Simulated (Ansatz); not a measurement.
## Relaxing B13N12

All numbers below come from DFT PBE+D3(BJ), scalar-relativistic, plane waves, PAW in Ansatz 0.2.0. Run with 420 eV cutoff, 2×2×2 k-mesh, shifted by half a step, Gaussian smearing of 0.02 eV, collinear spin.

What was changed: B interstitial, charge +0, atoms relaxed.

In a supercell of 25 atoms the defect feels its periodic images.

Command:

```bash
ansatz run input.yaml --threads 4 --pin off --max-ram 10240MiB --backend cpu --events-out ev --progress --plain --runs-dir out
```

Input:

```yaml
crystal:
  lattice:
    - [-3.7615274048, 3.3394821732, 4.3376638236]
    - [3.7615274048, 3.3394821732, -4.3376638236]
    - [-3.7615274048, -3.3394821732, -4.3376638236]
  atoms:
    - { symbol: B, position: [0.5, 0.2499465631, 0.7499465631] }
    - { symbol: B, position: [0.3333333333, 0.9999465631, 0.3332798965] }
    - { symbol: B, position: [0.6666666667, 0.9999465631, 0.6666132298] }
    - { symbol: B, position: [0.5, 0.7499465631, 0.2499465631] }
    - { symbol: B, position: [0.8333333333, 0.2499465631, 0.0832798965] }
    - { symbol: B, position: [0.3333333333, 0.4999465631, 0.8332798965] }
    - { symbol: B, position: [0.8333333333, 0.7499465631, 0.5832798965] }
    - { symbol: B, position: [0.1666666667, 0.2499465631, 0.4166132298] }
    - { symbol: B, position: [0.6666666667, 0.4999465631, 0.1666132298] }
    - { symbol: B, position: [1.0, 0.9999465631, 0.9999465631] }
    - { symbol: B, position: [1.0, 0.4999465631, 0.4999465631] }
    - { symbol: B, position: [0.1666666667, 0.7499465631, 0.9166132298] }
    - { symbol: "N", position: [0.5, 0.9167034419, 0.4167034419] }
    - { symbol: "N", position: [0.3333333333, 0.6667034419, 3.67752e-05] }
    - { symbol: "N", position: [0.6666666667, 0.6667034419, 0.3333701085] }
    - { symbol: "N", position: [0.5, 0.4167034419, 0.9167034419] }
    - { symbol: "N", position: [0.8333333333, 0.9167034419, 0.7500367752] }
    - { symbol: "N", position: [0.3333333333, 0.1667034419, 0.5000367752] }
    - { symbol: "N", position: [0.8333333333, 0.4167034419, 0.2500367752] }
    - { symbol: "N", position: [0.1666666667, 0.9167034419, 0.0833701085] }
    - { symbol: "N", position: [0.6666666667, 0.1667034419, 0.8333701085] }
    - { symbol: "N", position: [1.0, 0.6667034419, 0.6667034419] }
    - { symbol: "N", position: [1.0, 0.1667034419, 0.1667034419] }
    - { symbol: "N", position: [0.1666666667, 0.4167034419, 0.5833701085] }
    - { symbol: B, position: [0.5370364329, 0.577790154, 0.6679542455], spin: 1.0 }
basis:
  ecutwfc: 420
  xc_grid: 2
kpoints:
  mp_grid: { grid: [2, 2, 2], shift: [0.5, 0.5, 0.5] }
hamiltonian:
  xc: pbe
  dispersion: d3bj
scf:
  occupations: { method: gaussian, width: 0.02 }
output:
  forces: true
  stress: false
  eigenvalues: true
  populations: true
  write_density: true
  write_potential: true
  elf: true
  volumetric_format: npy
magnetization:
  spin_polarized: true
relax:
  adjacent_minimum: "off"
  f_tol: 0.02
  max_steps: 60
```

F is the free energy.

Steps:

| step | F − F(1) (eV) | largest force component (eV/Å) |
| --- | --- | --- |
| 1 | 0.0000 | 2.094 |
| 2 | -1.0542 | 1.219 |
| 3 | -1.3838 | 0.801 |
| 4 | -1.6233 | 0.740 |
| 5 | -1.8241 | 1.216 |
| 6 | -1.8219 | 1.929 |
| 7 | -1.9582 | 0.550 |
| 8 | -2.1126 | 0.661 |
| 9 | -2.0668 | 1.750 |
| 10 | -2.2389 | 0.492 |
| 11 | -2.2474 | 0.651 |
| 12 | -2.2343 | 0.659 |
| 13 | -2.2905 | 0.239 |
| 14 | -2.2925 | 0.069 |
| 15 | -2.2940 | 0.074 |
| 16 | -2.2943 | 0.012 |
| 17 | -2.2943 | 0.012 |

Relaxed structure:

```cif
data_structure
_symmetry_space_group_name_H-M 'P 1'
_symmetry_Int_Tables_number 1
_cell_length_a 6.6420
_cell_length_b 6.6420
_cell_length_c 6.6420
_cell_angle_alpha 98.454
_cell_angle_beta 111.012
_cell_angle_gamma 119.632
_cell_volume 217.95
loop_
_atom_site_label
_atom_site_type_symbol
_atom_site_fract_x
_atom_site_fract_y
_atom_site_fract_z
_atom_site_occupancy
B1 B 0.48071 0.23099 0.74882 1
B2 B 0.32860 0.99517 0.33166 1
B3 B 0.67247 0.01664 0.66139 1
B4 B 0.50654 0.75522 0.24293 1
B5 B 0.82394 0.24068 0.08182 1
B6 B 0.38275 0.54038 0.82272 1
B7 B 0.82000 0.72985 0.57495 1
B8 B 0.14727 0.23100 0.41536 1
B9 B 0.64574 0.47726 0.16118 1
B10 B 0.02033 0.01664 0.00925 1
B11 B 0.98119 0.47728 0.49661 1
B12 B 0.17739 0.75523 0.91377 1
N1 N 0.50127 0.91726 0.41361 1
N2 N 0.35609 0.68846 0.99746 1
N3 N 0.66366 0.66242 0.32741 1
N4 N 0.47189 0.38402 0.91544 1
N5 N 0.84452 0.92857 0.74913 1
N6 N 0.31596 0.14776 0.49689 1
N7 N 0.80891 0.39065 0.24683 1
N8 N 0.16874 0.91726 0.08108 1
N9 N 0.66575 0.16614 0.83142 1
N10 N 0.00012 0.66244 0.66385 1
N11 N 0.99981 0.16615 0.16548 1
N12 N 0.13369 0.38404 0.57721 1
B13 B 0.61972 0.69609 0.74148 1
```

The run converged. The run took 48 s on 4 threads of Intel(R) Xeon(R) 6975P-C (Granite Rapids), on a shared host, peak memory 0.73 GiB.